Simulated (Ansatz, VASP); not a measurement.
Two plane-wave programs on CdSe

```xyz
4
Lattice="4.3398 0.0000 0.0000 -2.1699 3.7584 0.0000 0.0000 0.0000 7.0784" Properties=species:S:1:pos:R:3 pbc="T T T"
Cd    0.0000    2.5056   -0.3949
Cd    2.1699    1.2528    3.1443
Se    0.0000    2.5056    3.0564
Se    2.1699    1.2528    6.5956
```

Change from the starting cell: polar distortion scaled by 0.10.

Alike in both runs: task single point; functional r2SCAN; k mesh 9 × 9 × 6; no spin polarisation.

```csv
,VASP,Ansatz
version,VASP 6.6.1,Ansatz 0.2.0
potentials or method,"VASP PAW PBE potentials, release 64 (Cd, Se)","scalar-relativistic, plane waves, PAW"
plane-wave cutoff (eV),520,600
occupations,"gaussian, width 0.01 eV",fixed
valence electrons in the cell,36,72
```

VASP gave:

```
gap on the k mesh at the Fermi level (eV)       : 1.41
least direct gap on the mesh (eV)               : 1.41
pressure (GPa)                                  : 3.8
largest component of the traceless stress (GPa) : 5.90
rms of the force components (eV/Å)              : 0.107
```

What did Ansatz give for the same quantities?

gap on the k mesh at the Fermi level (eV): 1.41; least direct gap on the mesh (eV): 1.41; pressure (GPa): 3.4; largest component of the traceless stress (GPa): 5.63; rms of the force components (eV/Å): 0.104.

Atom by atom the forces differ by 0.003 eV/Å (rms over components). The two sets of potentials don't hold the same shells in valence.

Caveats: the PAW data sets were made with another functional, which shifts forces and pressure a little (VASP); an odd mesh through Γ misses points on the zone boundary, where band edges often lie.
